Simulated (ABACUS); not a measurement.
BP, 2 atoms in the cell. Symmetry: F-43m, No. 216, cubic system. Conventional cell: a = 4.538 Å, b = 4.538 Å, c = 4.538 Å, α = 90.00°, β = 90.00°, γ = 90.00°. P (site symmetry -43m) is surrounded by 4 B at 1.97 Å. Around B (site symmetry -43m) lie 4 P at 1.97 Å. 

- Program: ABACUS 3.10.1
- Task: single point
- Functional: PBE
- Potentials or basis: SG15 ONCV 1.2 PBE
- Cutoff: 1361 eV
- Density cutoff: 5442 eV
- Basis: TZDP LCAO (the cutoffs set its grid)
- k mesh: 9 × 9 × 9
- Occupations: fermi-dirac, width 0.05 eV
- Spin: no spin polarisation
- Orbital files: P P_confined-atom_7au_3s3p2d1f.orb, B B_confined-atom_7au_3s3p2d1f.orb
- Radial cutoff of the potentials (pseudo_rcut): 10 bohr
- SCF threshold on the density: 1e-07
- Max SCF steps: 100
- Eigensolver: genelpa
- Mixing: broyden
- Mixing share: 0.7
- Symmetry key: 1
- Bands: 14

Potentials or basis: SG15 ONCV 1.2 PBE, TZDP LCAO (the cutoffs set its grid).

The run is started by

```sh
$ OMP_NUM_THREADS=1 mpirun -np 4 abacus > log
```

Hardware: 4 MPI ranks on Intel(R) Xeon(R) Platinum 8488C (Sapphire Rapids), with other jobs on the host.

**Question.** Estimate the wall time of this run.

**Answer.** It took 9.7 s on 4 MPI ranks on Intel(R) Xeon(R) Platinum 8488C (Sapphire Rapids), with other jobs on the host, peak memory 0.52 GiB a rank. Counts: scf iterations 9, k points 35, bands 14, basis 58, ranks 4.
